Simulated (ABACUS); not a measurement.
Crystal: GaN.

```
CELL_PARAMETERS angstrom
3.18693 0.00000 0.00000
1.59347 2.75996 0.00000
1.59347 0.91999 2.60212
ATOMIC_POSITIONS crystal
Ga 0.00000 0.00000 0.00000
N 0.25000 0.25000 0.25000
```

The cell is a database's computed one.

```yaml
Program: ABACUS 3.10.1
Task: relaxation of cell and atoms
Functional: PBE
Potentials_or_basis: Ansatz NC PBE
Cutoff: 1252 eV
Density_cutoff: 5007 eV
Basis: plane waves
k_mesh: 8 × 8 × 8
Occupations: fermi-dirac, width 0.05 eV
Spin: no spin polarisation
```

At the start: pressure 5.3 GPa; volume 11.44 Å³/atom.

Problem. How do energy, volume and symmetry change on relaxing?

Solution. Over 3 steps the energy falls by 5.4 meV/atom and the volume is 11.78 Å³/atom (+2.9 %); space group F-43m (No. 216, to 0.05 Å).

The path:
| step | energy change (eV) | largest force (eV/Å) | pressure (GPa) | volume (Å³) |
| --- | --- | --- | --- | --- |
| 1 | 0.0000 | 0.0000 | 5.29 | 22.89 |
| 2 | -0.0014 | 0.0000 | -4.47 | 24.21 |
| 3 | -0.0108 | 0.0000 | -0.02 | 23.56 |

Final structure:
```
CELL_PARAMETERS angstrom
3.21779 0.00000 0.00000
1.60889 2.78668 0.00000
1.60889 0.92890 2.62731
ATOMIC_POSITIONS crystal
Ga 0.00000 0.00000 0.00000
N 0.25000 0.25000 0.25000
```
